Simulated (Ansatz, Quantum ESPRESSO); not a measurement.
PbS: 3 runs at one level of theory

```xyz
2
Lattice="0.0000 2.9657 2.9657 2.9657 0.0000 2.9657 2.9657 2.9657 0.0000" Properties=species:S:1:pos:R:3 pbc="T T T"
Pb    0.0000    0.0000    0.0000
S     2.9657    2.9657    2.9657
```

Alike in all runs: task single point; functional PBE; k mesh 6 × 6 × 6; occupations fermi-dirac, width 0.05 eV; no spin polarisation; no spin-orbit coupling. Pressure is positive in compression and, in plane waves, holds the error of the finite cutoff, which Ansatz's Pulay term estimates and takes out.

```csv
program and potentials,plane-wave cutoff (eV),notes,band gap (eV),pressure (GPa)
"Ansatz, Ansatz PAW",420,-,0.36,2.20
"Ansatz, PAW datasets made for the crystal",260,-,0.36,2.20
"Quantum ESPRESSO, SG15 PBE 1.2",762,-,?,?
```

Question: Estimate from the other rows what the run with Quantum ESPRESSO, SG15 PBE 1.2 gave.

Answer: Band gap 0.37 eV; pressure 2.20 GPa. The other rows, which needn't bracket it: band gap 0.36; pressure 2.20.
